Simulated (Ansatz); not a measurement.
# CO2: the cost of one run

Computed with Ansatz 0.2.0 (DFT PBE+D3(BJ), scalar-relativistic, plane waves, PAW, unless a step's input says otherwise).

5 further runs of the same task are left out: 1 that didn't finish, 4 set aside as unsound or not needed.

## 1. Starting point

It takes space group P4_2/mnm (No. 136, tetragonal). The conventional cell has a = 4.427 Å, b = 4.427 Å, c = 4.809 Å, α = 90.00°, β = 90.00°, γ = 90.00°. C (site symmetry mmm) has 2 O at 1.17 Å as nearest neighbours. O (site symmetry m2m) is surrounded by 1 C at 1.17 Å.

Structure file:

```cif
data_structure
_symmetry_space_group_name_H-M 'P 1'
_symmetry_Int_Tables_number 1
_cell_length_a 4.4267
_cell_length_b 4.8090
_cell_length_c 8.8534
_cell_angle_alpha 90.000
_cell_angle_beta 90.000
_cell_angle_gamma 90.000
_cell_volume 188.47
loop_
_atom_site_label
_atom_site_type_symbol
_atom_site_fract_x
_atom_site_fract_y
_atom_site_fract_z
_atom_site_occupancy
C1 C 0.50000 0.50000 0.25000 1
C2 C 0.50000 0.50000 0.75000 1
C3 C 0.00000 0.00000 0.50000 1
C4 C 0.00000 0.00000 0.00000 1
O1 O 0.68675 0.50000 0.15663 1
O2 O 0.68675 0.50000 0.65663 1
O3 O 0.31325 0.50000 0.34337 1
O4 O 0.31325 0.50000 0.84337 1
O5 O 0.81325 0.00000 0.40663 1
O6 O 0.81325 0.00000 0.90663 1
O7 O 0.18675 0.00000 0.09337 1
O8 O 0.18675 0.00000 0.59337 1
```

It goes back to an entry of the Materials Project, which need not be the stable form.

It is built from the cell relaxed beforehand with the same method (15.71 Å³/atom).

## 2. The undisturbed cell

The input, input.yaml:

```yaml
crystal:
  lattice:
    - [-4.4266922703, 0.0, 0.0]
    - [0.0, 0.0, -4.8089842275]
    - [0.0, -8.8533845406, 0.0]
  atoms:
    - { symbol: C, position: [0.5, 0.5, 0.25] }
    - { symbol: C, position: [0.5, 0.5, 0.75] }
    - { symbol: C, position: [0.0, 0.0, 0.5] }
    - { symbol: C, position: [0.0, 0.0, 0.0] }
    - { symbol: O, position: [0.6867475125, 0.5, 0.1566262438] }
    - { symbol: O, position: [0.6867475125, 0.5, 0.6566262438] }
    - { symbol: O, position: [0.3132524875, 0.5, 0.3433737562] }
    - { symbol: O, position: [0.3132524875, 0.5, 0.8433737562] }
    - { symbol: O, position: [0.8132524875, 0.0, 0.4066262438] }
    - { symbol: O, position: [0.8132524875, 0.0, 0.9066262438] }
    - { symbol: O, position: [0.1867475125, 0.0, 0.0933737562] }
    - { symbol: O, position: [0.1867475125, 0.0, 0.5933737562] }
basis:
  ecutwfc: 420
kpoints:
  mp_grid: { grid: [6, 6, 4] }
hamiltonian:
  xc: pbe
  dispersion: d3bj
scf:
  occupations: { method: gaussian, width: 0.05 }
output:
  forces: true
  stress: true
  eigenvalues: true
  write_density: true
  write_potential: true
  elf: true
  volumetric_format: npy
```

Command:

```
$ ansatz run input.yaml --threads 2 --pin off --max-ram 5120MiB --backend cpu --events-out ev --progress --plain --runs-dir out
```

**Question.** How long does this run take on 2 threads of Arm Neoverse V2, shared host, and how much memory does it need?

About 12 s, with a peak of 0.58 GiB.
